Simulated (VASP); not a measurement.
Write the native input for VASP 6.6.1 that does the following.

```
Task                   : relaxation of cell and atoms
Functional             : PBE
Potentials or basis    : VASP PAW PBE potentials, release 64 (Si, Ni)
Cutoff                 : 600 eV
k mesh                 : 8 × 12 × 8
Occupations            : methfessel-paxton, width 0.1 eV
Spin                   : no spin polarisation
Further INCAR settings : ALGO = Normal; EDIFF = 1e-06; IBRION = 2; EDIFFG = -0.01; NSW = 90; ISIF = 3
```

The structure of SiNi lies in POSCAR:

```
SiNi
1.0
    5.1731000000      0.0000000000      0.0000000000
    0.0000000000      3.3381000000      0.0000000000
    0.0000000000      0.0000000000      5.6049000000
Si Ni
4 4
Direct
    0.3212800000      0.7500000000      0.0825000000
    0.1787200000      0.2500000000      0.5825000000
    0.8212800000      0.7500000000      0.4175000000
    0.6787200000      0.2500000000      0.9175000000
    0.0077900000      0.2500000000      0.1875200000
    0.4922100000      0.7500000000      0.6875200000
    0.5077900000      0.2500000000      0.3124800000
    0.9922100000      0.7500000000      0.8124800000
```

One way to write it, as run:

INCAR

```
SYSTEM = SiNi
  ALGO = Normal
  EDIFF = 1E-6
  EDIFFG = -0.01
  ENCUT = 600
  GGA = PE
  IBRION = 2
  ISIF = 3
  ISMEAR = 1
  KPAR = 4
  LASPH = .TRUE.
  LCHARG = .FALSE.
  LREAL = .FALSE.
  LWAVE = .FALSE.
  NELM = 80
  NSW = 90
  PREC = Accurate
  SIGMA = 0.1
```

KPOINTS

```
k-points
0
G
  8 12 8
  0 0 0
```

Potentials or basis: VASP PAW PBE potentials, release 64 (Si, Ni).

Launch:

```bash
$ cat potpaw_PBE.64/Si/POTCAR potpaw_PBE.64/Ni/POTCAR > POTCAR
$ mpirun -np 4 vasp_std > vasp.out
```

Results of the run:

```yaml
Relaxed_volume: 12.21 Å³/atom
Relaxed_cell: a = 5.149 Å, b = 3.381 Å, c = 5.612 Å, α = 90.00°, β = 90.00°, γ = 90.00°
Space_group_after_relaxing_to_0.05_Å: Pnma (No. 62)
Energy_gained_by_relaxing: 1.2 meV/atom
Ionic_steps: 16
Pressure_after_relaxing: 0.0 GPa
Largest_force_after_relaxing: 0.008 eV/Å
Band_gap_on_the_k_mesh: none (metal or under the smearing width)
```

Wall time 16 min on 4 MPI ranks on Intel(R) Xeon(R) Platinum 8488C (Sapphire Rapids), on a shared host, peak memory 0.63 GiB a rank.
